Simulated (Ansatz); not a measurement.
# TiO2: the cost of one run

Computed with Ansatz 0.2.0 (DFT PBEsol, all-electron LAPW, scalar-relativistic unless said, unless a step's input says otherwise).

### 1 The structure to begin with

Symmetry: I4_1/amd, No. 141, tetragonal system. Conventional cell: a = 3.770 Å, b = 3.770 Å, c = 9.552 Å, α = 90.00°, β = 90.00°, γ = 90.00°. Ti (site symmetry -4m2) has 6 O at 1.93 to 1.98 Å as nearest neighbours. O (site symmetry 2mm) has 3 Ti at 1.93 to 1.98 Å as nearest neighbours.

Structure file:

```xyz
6
Lattice="-1.8849 1.8849 4.7759 1.8849 -1.8849 4.7759 1.8849 1.8849 -4.7759" Properties=species:S:1:pos:R:3 pbc="T T T"
Ti    0.0000    0.0000    0.0000
Ti    0.0000    1.8849    2.3879
O     0.0000    0.0000    1.9822
O     0.0000    1.8849    4.3702
O     0.0000    1.8849    0.4057
O     0.0000    0.0000    7.5695
```

Cartesian axes are those of the input's lattice vectors. The structure goes back to a database entry.

### 2 Reference run, LAPW

input.yaml reads:

```yaml
crystal:
  lattice:
    - [-1.88489191295, 1.88489191295, 4.77587068035]
    - [1.88489191295, -1.88489191295, 4.77587068035]
    - [1.88489191295, 1.88489191295, -4.77587068035]
  atoms:
    - { symbol: Ti, position: [0.0, 0.0, 0.0] }
    - { symbol: Ti, position: [0.75, 0.25, 0.5] }
    - { symbol: O, position: [0.207527369875, 0.207527369875, 0.0] }
    - { symbol: O, position: [0.957527369875, 0.457527369875, 0.5] }
    - { symbol: O, position: [0.542472630125, 0.042472630125, 0.5] }
    - { symbol: O, position: [0.792472630125, 0.792472630125, 0.0] }
kpoints:
  mp_grid: { grid: [8, 8, 8] }
scf:
  occupations: { method: fixed }
hamiltonian:
  xc: pbesol
  pseudopotentials: { kind: all_electron, lapw: { basis_error: 0.001 } }
phonons:
  supercell: [1, 1, 1]
```

Started as:

```
ansatz run input.yaml --threads 2 --pin off --max-ram 6144MiB --backend cpu --events-out ev --progress --plain --runs-dir out
```

Q: Estimate wall time and peak memory on 2 threads of Intel Xeon 6975P-C (Granite Rapids), shared host.

About 9.1 min, with a peak of 2.1 GiB.
